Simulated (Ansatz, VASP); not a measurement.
**Two plane-wave programs on Mo**

The input INCAR:

```
ALGO = Normal ; EDIFF = 1E-6
ENCUT = 520 ; GGA = PS
ISIF = 2 ; ISMEAR = 0
LASPH = T ; LCHARG = F
LREAL = F ; LWAVE = F
NBANDS = 13 ; NELM = 100
PREC = Accurate ; SIGMA = 0.15
```

The input KPOINTS:

```
k-points
0
Gamma
  18 18 18
```

Contents of POSCAR:

```
Mo
1.0
    2.6534450853      0.0000000000      0.0000000000
   -1.3267225426      2.2979508514      0.0000000000
    0.0000000000      0.0000000000      2.4785252790
Mo
1
Direct
    0.0000000000      0.0000000000      0.5000000000
```

Input for Ansatz:

```yaml
crystal:
  lattice:
    - [2.6534450853, 0.0, 0.0]
    - [-1.3267225426, 2.2979508514, 0.0]
    - [0.0, 0.0, 2.478525279]
  atoms:
    - { symbol: Mo, position: [0.0, 0.0, 0.5] }
basis:
  ecutwfc: 420
kpoints:
  mp_grid: { grid: [18, 18, 18] }
hamiltonian:
  xc: pbesol
scf:
  occupations: { method: gaussian, width: 0.15 }
output:
  forces: true
  stress: true
  eigenvalues: true
  write_density: true
  write_potential: true
  elf: true
  volumetric_format: npy
```

Change from the starting cell: strain -0.030 along x and y, -0.030 along z, atoms carried along.

Alike in both runs: task single point; functional PBEsol; k mesh 18 × 18 × 18; occupations gaussian, width 0.15 eV; no spin polarisation.

|  | VASP | Ansatz |
| --- | --- | --- |
| version | VASP 6.6.1 | Ansatz 0.2.0 |
| potentials or method | VASP PAW PBE potentials, release 64 (Mo_sv) | scalar-relativistic, plane waves, PAW |
| plane-wave cutoff (eV) | 520 | 420 |
| valence electrons in the cell | 14 | 14 |

VASP gave:

```
gap on the k mesh at the Fermi level (eV)       : none
pressure (GPa)                                  : 20.4
largest component of the traceless stress (GPa) : 6.14
```

Q: Estimate Ansatz's values.

A: gap on the k mesh at the Fermi level (eV): none; pressure (GPa): 19.6; largest component of the traceless stress (GPa): 6.35.

A gap of «none» marks a metal or a gap that the smearing closes.

Caveats: so large a pressure means that the cell lies far from this level's equilibrium, or that cutoff or potentials fall short (VASP); the potentials were made for another functional, which shifts forces and pressure (VASP).
